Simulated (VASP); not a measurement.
Crystal: Al2Cu.

```xyz
3
Lattice="4.1052 0.0000 0.0000 0.0000 4.1052 0.0000 0.0000 0.0000 2.8913" Properties=species:S:1:pos:R:3 pbc="T T T"
Cu    0.0000    0.0000    0.0000
Al    0.0000    2.0526    1.4457
Al    2.0526    0.0000    1.4457
```

The cell comes from a database or a generator and needn't be the stable form of this composition.

```yaml
Program: VASP 6.6.1
Task: single point
Functional: PBEsol
Potentials_or_basis: VASP PAW PBE potentials, release 64 (Cu, Al)
Cutoff: 520 eV
k_mesh: 7 × 7 × 9
Occupations: fermi-dirac, width 0.05 eV
Spin: no spin polarisation
```

On this cell: pressure -2.1 GPa; largest force under 0.003 eV/Å; band gap on the k mesh none (metal or under the smearing width).

The same run follows on a disturbed copy (atoms moved at random, drawn with an rms of 0.05 Å):

```
Cu Al
1.0
     4.10518    0.00000    0.00000
     0.00000    4.10518    0.00000
     0.00000    0.00000    2.89131
Cu Al
1 2
Direct
  0.99603 0.00616 0.00241
  0.00938 0.49706 0.46823
  0.50601 0.99013 0.49754
```

Q: What does the disturbed cell give?

A: The energy (extrapolated to zero smearing) moves by +8.3 meV/atom; pressure -1.9 GPa; largest force 0.468 eV/Å; band gap on the k mesh none (metal or under the smearing width).

Forces on the atoms (eV/Å):
```
Cu   0.251 -0.236 -0.316
Al  -0.016  0.189  0.293
Al  -0.235  0.047  0.023
```

Stress tensor (GPa, compression positive):
```
-1.63  0.07  0.00
 0.07 -1.20  0.34
 0.00  0.34 -2.87
```

Caveats: the PAW data sets were made with another functional, which shifts forces and pressure a little.
